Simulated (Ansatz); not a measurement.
The cell comes from COD entry 9008875, which wasn't checked; take it as a given geometry. The listed cell was then made from it by scaling, straining or moving an atom.

An input for SiC: DFT, PBE, PAW with Ansatz's default frozen-core files, scalar-relativistic (Ansatz 0.2.0).

Command: `ansatz run input.yaml --threads 1 --pin off --max-ram 4096MiB --backend cpu --events-out ev --progress --plain --runs-dir out` The run took 6.5 s on 1 thread of Intel(R) Xeon(R) Platinum 8488C (Sapphire Rapids), with other jobs on the host, peak memory 0.45 GiB.

```yaml
crystal:
  lattice:
    - [3.136327213, 0.0, 0.0]
    - [-1.5681636065, 2.7161390411, 0.0]
    - [0.0, 0.0, 5.1470055276]
  atoms:
    - { symbol: Si, position: [0.3333333333, 0.6666666667, 0.0] }
    - { symbol: Si, position: [0.6666666667, 0.3333333333, 0.5] }
    - { symbol: C, position: [0.3333333333, 0.6666666667, 0.385] }
    - { symbol: C, position: [0.6666666667, 0.3333333333, 0.885] }
kpoints:
  mp_grid: { grid: [15, 15, 8] }
scf:
  occupations: { method: fermi_dirac, width: 0.08 }
hamiltonian:
  xc: pbe
  pseudopotentials: { kind: paw }
output:
  forces: true
  stress: true
  eigenvalues: true
  efg: { contact_densities: true }
  write_density: true
  write_potential: true
  elf: true
  volumetric_format: npy
```

Set-up and iterations as logged by Ansatz (the results part is left out, to be predicted):

```
Engine: ansatz 0.2.0
Pseudopotentials: kind: paw
Pseudopotential: Si, paw, valence charge 4, recommended cutoff 420 eV (normal)
Pseudopotential: C, paw, valence charge 4, recommended cutoff 420 eV (normal)
Functional definition: PBE
  parameter kappa = 0.804
  parameter beta = 0.06672455060314922
  exchange = pbe_x(kappa = kappa, mu = beta*pi^2/3)
  correlation = pbe_c(beta = beta)
Crystal: 4 atoms, lattice volume = 43.846 Å³
Basis set: ecut = 420 eV, 845 PW (Γ), exchange–correlation on 48×48×72 points (8 copies of the dense FFT grid, shifted against one another)
Bands: 12, of which v1, the nominal top of the filled ones, is band 8 counted from 1 (7 counted from 0)
Symmetry: 12 space group operations
Space group: P63mc (ITA 186), of the structure as read, at distance tolerance 3.5e-5 Å
k-points: 135 of 1800 (time reversal used)
Non-local potential: Si, projectors of the file, l = 0: 2, l = 1: 2, l = 2: 2
Non-local potential: C, projectors of the file, l = 0: 2, l = 1: 2, l = 2: 1
PAW form: soft (Blöchl's): semilocal exchange-correlation on the pseudo side does not see the compensation charge
PAW one-centre angular grid: Si, 110 points (default); XC on 64 Gauss nodes
PAW one-centre angular grid: C, 110 points (default); XC on 64 Gauss nodes
Initial density: superposition of atomic densities (neutral atoms: chi_scale 0, normalization atom), corrected by the library's trained network
Initial wavefunctions: pseudopotential atomic-orbital guess
Functional: x = pbe(κ = 0.804, μ = 0.2195149727645171), c = pbe(β = 0.06672455060314922)
SCF iter   1: F=—  HF=-1774.227584 eV  |F-HF|=—  |Δ(HF+E_count)|=         —  Δρ=2.82e-3  dr2=3.93e-3  ethr=1.77e-3  ⟨swp⟩=5.1  Hψ=10634  notcnv=0
SCF iter   2: F=—  HF=-1774.227269 eV  |F-HF|=—  |Δ(HF+E_count)|=   3.15e-4  Δρ=1.04e-3  dr2=3.37e-4  ethr=2.46e-5  ⟨swp⟩=2.5  Hψ=3808  notcnv=0
SCF iter   3: F=—  HF=-1774.227253 eV  |F-HF|=—  |Δ(HF+E_count)|=   1.62e-5  Δρ=4.09e-4  dr2=3.31e-5  ethr=2.11e-6  ⟨swp⟩=2.0  Hψ=2466  notcnv=0
SCF iter   4: F=—  HF=-1774.227325 eV  |F-HF|=—  |Δ(HF+E_count)|=   7.17e-5  Δρ=6.37e-5  dr2=9.47e-7  ethr=2.07e-7  ⟨swp⟩=2.6  Hψ=2715  notcnv=0
iter 5 did not close the SCF: its close was put off for the readings that it lacked (scf_convergence_deferred on its scf_iter line)
SCF iter   5: F=-1774.227326 eV  HF=-1774.227326 eV  |F-HF|=1.89e-8  |Δ(HF+E_count)|=   1.28e-6  Δρ=6.82e-6  dr2=8.70e-9  ethr=5.92e-9  ⟨swp⟩=2.0  Hψ=2604  notcnv=0
SCF iter   6: F=-1774.227326 eV  HF=-1774.227326 eV  |F-HF|=1.15e-10  |Δ(HF+E_count)|=   2.14e-8  Δρ=9.33e-7  dr2=3.01e-10  ethr=5.43e-11  ⟨swp⟩=5.2  Hψ=8965  notcnv=0
```

(1) What pressure will this run report?

(2) How large will the largest force be?

## Answers

(1) -8.13 GPa (positive in compression).

(2) 0.665 eV/Å.
